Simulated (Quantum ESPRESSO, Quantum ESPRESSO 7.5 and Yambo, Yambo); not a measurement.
## Quasiparticle gap of LiH (Fm-3m) in Yambo

Aim: the G0W0 gap of LiH (Fm-3m) on PBE, step by step.

Method: PBE and many-body steps on it, plane waves, in Quantum ESPRESSO 7.5 and Yambo 5.3.0.

Most raw output is cut from this account.

The database entry behind the starting cell differs from later determinations by our own check (the deuteride, about 0.2 % short), so it need not match the best structure at ambient conditions.

## 1. Set-up

The structure is cubic, space group Fm-3m (No. 225). The conventional cell has a = 4.074 Å, b = 4.074 Å, c = 4.074 Å, α = 90.00°, β = 90.00°, γ = 90.00°. Li has 6 H at 2.04 Å nearest. H has 6 Li at 2.04 Å nearest. Farther neighbours are not listed.

Structure file:

```cif
data_structure
_symmetry_space_group_name_H-M 'P 1'
_symmetry_Int_Tables_number 1
_cell_length_a 2.8804
_cell_length_b 2.8804
_cell_length_c 2.8804
_cell_angle_alpha 60.000
_cell_angle_beta 60.000
_cell_angle_gamma 60.000
_cell_volume 16.90
loop_
_atom_site_label
_atom_site_type_symbol
_atom_site_fract_x
_atom_site_fract_y
_atom_site_fract_z
_atom_site_occupancy
Li1 Li 0.00000 0.00000 0.00000 1
H2 H 0.50000 0.50000 0.50000 1
```

The cell and positions come from the Crystallography Open Database and are kept as given unless a step says otherwise.

## 2. Ground state

This step: Quantum ESPRESSO 7.5; DFT, PBE, plane waves, norm-conserving pseudopotentials.

The ground-state density comes first.

Input file pw.in:

```
&control
  calculation = 'scf'
  prefix = 'x'
  outdir = 'o'
  pseudo_dir = 'pseudo'
/
&system
  ibrav = 0
  nat = 2
  ntyp = 2
  ecutwfc = 66.0
  nbnd = 7
  force_symmorphic = .true.
/
&electrons
  conv_thr = 1e-10
  electron_maxstep = 80
  mixing_beta = 0.5
/
ATOMIC_SPECIES
  Li 6.94 Li.upf
  H 1.008 H.upf
CELL_PARAMETERS angstrom
  0.0000000000 2.0367500000 2.0367500000
  2.0367500000 -0.0000000000 2.0367500000
  2.0367500000 2.0367500000 -0.0000000000
ATOMIC_POSITIONS crystal
  Li 0.0000000000 0.0000000000 0.0000000000
  H 0.5000000000 0.5000000000 0.5000000000
K_POINTS automatic
  8 8 8 0 0 0
```

The run is started by

```bash
> OMP_NUM_THREADS=1 mpirun -n 4 pw.x -nk 4 -in pw.in > pw.out
```

The job ended after 1.2 s (4 MPI ranks of Arm Neoverse V2, shared host; peak memory 0.05 GiB; 4.7 s of CPU time).

This step gave:

```
total energy               : -212.7310 eV
gap                        : 3.022 eV
k of the valence top       : 0, -0.5, -0.5
k of the conduction bottom : 0, -0.5, -0.5
least direct gap           : 3.022 eV
```

The gap is direct, at (0.000, -0.500, -0.500).

## 3. Bands along the symmetry lines

Levels along a band path, at the cheap level, show where the edges lie and whether the meshes to come will hold them.

Input file pw.in:

```
&control
  calculation = 'bands'
  prefix = 'x'
  outdir = 'o'
  pseudo_dir = 'pseudo'
/
&system
  ibrav = 0
  nat = 2
  ntyp = 2
  ecutwfc = 66.0
  nbnd = 8
  force_symmorphic = .true.
/
&electrons
  conv_thr = 1e-9
  electron_maxstep = 80
  diago_full_acc = .true.
  diago_thr_init = 5e-6
/
ATOMIC_SPECIES
  Li 6.94 Li.upf
  H 1.008 H.upf
CELL_PARAMETERS angstrom
  0.0000000000 2.0367500000 2.0367500000
  2.0367500000 -0.0000000000 2.0367500000
  2.0367500000 2.0367500000 -0.0000000000
ATOMIC_POSITIONS crystal
  Li 0.0000000000 0.0000000000 0.0000000000
  H 0.5000000000 0.5000000000 0.5000000000
K_POINTS crystal
  50
  0.00000000 0.00000000 0.00000000 1
  0.06250000 0.00000000 0.06250000 1
  0.12500000 0.00000000 0.12500000 1
  0.18750000 0.00000000 0.18750000 1
  0.25000000 0.00000000 0.25000000 1
  0.31250000 0.00000000 0.31250000 1
  0.37500000 0.00000000 0.37500000 1
  0.43750000 0.00000000 0.43750000 1
  0.50000000 0.00000000 0.50000000 1
  0.51562500 0.03125000 0.51562500 1
  0.53125000 0.06250000 0.53125000 1
  0.54687500 0.09375000 0.54687500 1
  0.56250000 0.12500000 0.56250000 1
  0.57812500 0.15625000 0.57812500 1
  0.59375000 0.18750000 0.59375000 1
  0.60937500 0.21875000 0.60937500 1
  0.62500000 0.25000000 0.62500000 1
  0.37500000 0.37500000 0.75000000 1
  0.32812500 0.32812500 0.65625000 1
  0.28125000 0.28125000 0.56250000 1
  0.23437500 0.23437500 0.46875000 1
  0.18750000 0.18750000 0.37500000 1
  0.14062500 0.14062500 0.28125000 1
  0.09375000 0.09375000 0.18750000 1
  0.04687500 0.04687500 0.09375000 1
  0.00000000 0.00000000 0.00000000 1
  0.06250000 0.06250000 0.06250000 1
  0.12500000 0.12500000 0.12500000 1
  0.18750000 0.18750000 0.18750000 1
  0.25000000 0.25000000 0.25000000 1
  0.31250000 0.31250000 0.31250000 1
  0.37500000 0.37500000 0.37500000 1
  0.43750000 0.43750000 0.43750000 1
  0.50000000 0.50000000 0.50000000 1
  0.50000000 0.46875000 0.53125000 1
  0.50000000 0.43750000 0.56250000 1
  0.50000000 0.40625000 0.59375000 1
  0.50000000 0.37500000 0.62500000 1
  0.50000000 0.34375000 0.65625000 1
  0.50000000 0.31250000 0.68750000 1
  0.50000000 0.28125000 0.71875000 1
  0.50000000 0.25000000 0.75000000 1
  0.50000000 0.21875000 0.71875000 1
  0.50000000 0.18750000 0.68750000 1
  0.50000000 0.15625000 0.65625000 1
  0.50000000 0.12500000 0.62500000 1
  0.50000000 0.09375000 0.59375000 1
  0.50000000 0.06250000 0.56250000 1
  0.50000000 0.03125000 0.53125000 1
  0.50000000 0.00000000 0.50000000 1
```

It took 1.1 s on 4 MPI ranks; peak memory 0.05 GiB; 4 s of CPU time.

This step gave:

- gap: 3.022 eV
- k of the valence top: 0.5, 0, 0.5
- k of the conduction bottom: 0.5, 0, 0.5
- least direct gap: 3.022 eV

The gap is 3.022 eV, as in the run before at this level.

Electronic bands along the path, in eV, zero at the top of the highest filled band; v1 is the highest filled band, c1 the lowest empty one:

| point | v2 | v1 | c1 | c2 | c3 | c4 |
| --- | --- | --- | --- | --- | --- | --- |
| Γ | -44.30 | -5.25 | 15.48 | 17.40 | 17.40 | 17.40 |
| halfway | -44.28 | -3.75 | 10.13 | 12.73 | 12.73 | 15.96 |
| X | -44.25 | 0.00 | 3.02 | 10.59 | 10.59 | 13.70 |
| halfway | -44.25 | -0.08 | 3.30 | 8.96 | 10.86 | 15.50 |
| U | -44.25 | -0.47 | 4.13 | 7.41 | 11.68 | 15.68 |
| jump to K | -44.25 | -0.47 | 4.13 | 7.41 | 11.68 | 15.68 |
| halfway | -44.27 | -3.67 | 9.75 | 9.89 | 15.65 | 16.99 |
| Γ | -44.30 | -5.25 | 15.48 | 17.40 | 17.40 | 17.40 |
| halfway | -44.28 | -4.21 | 9.46 | 14.60 | 16.21 | 16.21 |
| L | -44.26 | -2.49 | 4.80 | 13.25 | 16.07 | 16.07 |
| halfway | -44.26 | -1.61 | 5.00 | 8.66 | 12.93 | 15.97 |
| W | -44.25 | -0.20 | 5.24 | 5.24 | 11.40 | 17.12 |
| halfway | -44.25 | -0.10 | 3.58 | 7.93 | 10.99 | 16.83 |
| X | -44.25 | 0.00 | 3.02 | 10.59 | 10.59 | 13.70 |

## 4. Empty states on the mesh, 6×6×6 mesh, 26 bands

The sums over transitions need many empty states on a uniform mesh; this step solves for them.

Input file pw.in:

```
&control
  calculation = 'nscf'
  prefix = 'x'
  outdir = 'o'
  pseudo_dir = 'pseudo'
/
&system
  ibrav = 0
  nat = 2
  ntyp = 2
  ecutwfc = 66.0
  nbnd = 26
  force_symmorphic = .true.
/
&electrons
  conv_thr = 1e-9
  electron_maxstep = 80
  diago_full_acc = .true.
  diago_thr_init = 5e-6
/
ATOMIC_SPECIES
  Li 6.94 Li.upf
  H 1.008 H.upf
CELL_PARAMETERS angstrom
  0.0000000000 2.0367500000 2.0367500000
  2.0367500000 -0.0000000000 2.0367500000
  2.0367500000 2.0367500000 -0.0000000000
ATOMIC_POSITIONS crystal
  Li 0.0000000000 0.0000000000 0.0000000000
  H 0.5000000000 0.5000000000 0.5000000000
K_POINTS automatic
  6 6 6 0 0 0
```

Elapsed: 1.1 s, on 4 MPI ranks; peak memory 0.05 GiB.

This step gave:

```yaml
gap: 3.022 eV
k_of_the_valence_top: 0, -0.5, -0.5
k_of_the_conduction_bottom: 0, -0.5, -0.5
least_direct_gap: 3.022 eV
k_points_computed: 16
lowest_point_of_the_top_converged_band_above_the_valence_top: 61.4320 eV
```

On this mesh the gap is 3.022 eV.

## 5. Conversion and set-up

This step: Yambo 5.3.0; conversion and set-up on PBE, plane waves, norm-conserving pseudopotentials.

The states are converted to the many-body program's format and the q mesh is built.

The run is started by

```bash
> (cd o/x.save; p2y > p2y.log; mv SAVE ../..); yambo > setup.log
```

The job ended after 1.5 s (1 MPI rank; peak memory 0.23 GiB).

## 6. Screening and self-energy, 6×6×6 mesh, 26 bands, screening to 129.3 eV

Now the one-shot GW correction: screening in the RPA, then the self-energy of the levels asked for.

This step: G0W0 on PBE, plane waves, norm-conserving pseudopotentials.

Input file gw1.in:

```
HF_and_locXC
gw0
dyson
ppa
em1d
rim_cut
RandQpts= 1000000
RandGvec= 1 RL
EXXRLvcs= 66 Ry
VXCRLvcs= 264 Ry
Chimod= "HARTREE"
% BndsRnXp
 1 | 26 |
%
NGsBlkXp= 9.5 Ry
% LongDrXp
 1 | 1 | 1 |
%
% GbndRnge
 1 | 26 |
%
DysSolver= "n"
ExtendOut
PPAPntXp= 27.21138 eV
% QPkrange
 13 | 13 | 1 | 4 |
 1 | 1 | 1 | 4 |
%
```

The run is started by

```bash
> OMP_NUM_THREADS=1 mpirun -n 4 yambo -F gw1.in -J gw1 -C gw1 > gw1.log
```

Run time: 6.1 s. Hardware: 4 MPI ranks; peak memory 1.1 GiB.

Numbers from this step:

| Property | Result |
| --- | --- |
| G0W0 gap on the points computed | 4.841 eV |
| starting gap on the mesh | 3.022 eV |
| k of the valence top | 0, -0.5, -0.5 |
| k of the conduction bottom | 0, -0.5, -0.5 |
| least direct G0W0 gap on the computed points | 4.841 eV |
| Z at the valence top | 0.7815 |
| Z at the conduction bottom | 0.8188 |

The gap on the mesh goes from 3.02 eV to 4.84 eV, a correction of +1.82 eV.

Limits: finite bands, cutoff and mesh. v1 is the top filled band, c1 the lowest empty one. The levels before and after the correction (eV, zero at the valence-band top of each column):

|  | conduction bottom | valence top |
| --- | --- | --- |
| Kohn-Sham | 3.02 | 0.00 |
| G0W0 | 4.84 | 0.00 |

|  | level | energy (eV) |
| --- | --- | --- |
| Kohn-Sham | (0 -0.5 -0.5) v2 | -44.251 |
| Kohn-Sham | (0 -0.5 -0.5) v1 | 0.000 |
| Kohn-Sham | (0 -0.5 -0.5) c1 | 3.022 |
| Kohn-Sham | (0 -0.5 -0.5) c2 | 10.588 |
| G0W0 | (0 -0.5 -0.5) v2 | -49.882 |
| G0W0 | (0 -0.5 -0.5) v1 | 0.000 |
| G0W0 | (0 -0.5 -0.5) c1 | 4.841 |
| G0W0 | (0 -0.5 -0.5) c2 | 12.771 |

## 7. Where the time went

Times are wall times on the hardware named with each run, good to a factor of about two.

| step | time | share | memory (GiB) |
| --- | --- | --- | --- |
| ground state | 1.2 s | 11 % | 0.05 |
| bands along the symmetry lines | 1.1 s | 10 % | 0.05 |
| empty states on the mesh | 1.1 s | 10 % | 0.05 |
| conversion and set-up | 1.5 s | 14 % | 0.23 |
| screening and self-energy | 6.1 s | 55 % | 1.1 |

## 8. Results

| Item | Value |
| --- | --- |
| PBE gap | 3.02 eV, direct |
| G0W0 gap on the mesh | 4.84 eV |
| GW settings | 6×6×6 mesh, 26 bands, screening to 129.3 eV, Godby-Needs plasmon pole |
| known limits | not at the basis limit |

**Reading.** G0W0 moves the gap on the mesh from 3.02 eV to 4.84 eV (+1.82 eV), with Z of 0.78 and 0.82 at the edges. Only 2 of the mesh's irreducible points were corrected, so a valley elsewhere could overtake. The dearest step here is «screening and self-energy». Bands and cutoff are finite, so the gap is not at the basis limit. The miss can reach some tenths of an eV and take either sign; the mesh is an error of its own. In the G0W0 run levels were corrected at 2 k points alone, so a gap called «on the mesh» is the least over those, and an edge elsewhere would be missed.

[Paths, hosts, dates, memory and timing lines, banners, echoed tables and standing remarks are left out of the program output.]

[Logs are printed without paths, hosts, clocks, repeated set-up lines and the standing remarks that a program may print on its own settings, such as how far it seeks lower states.]

[Runs of the session that timed out or met a known fault of the program may be left out.]

[Hosts, paths, dates, database ids (printed as entryN), source tags and the programs' standing remarks are cut or masked in the printed files.]
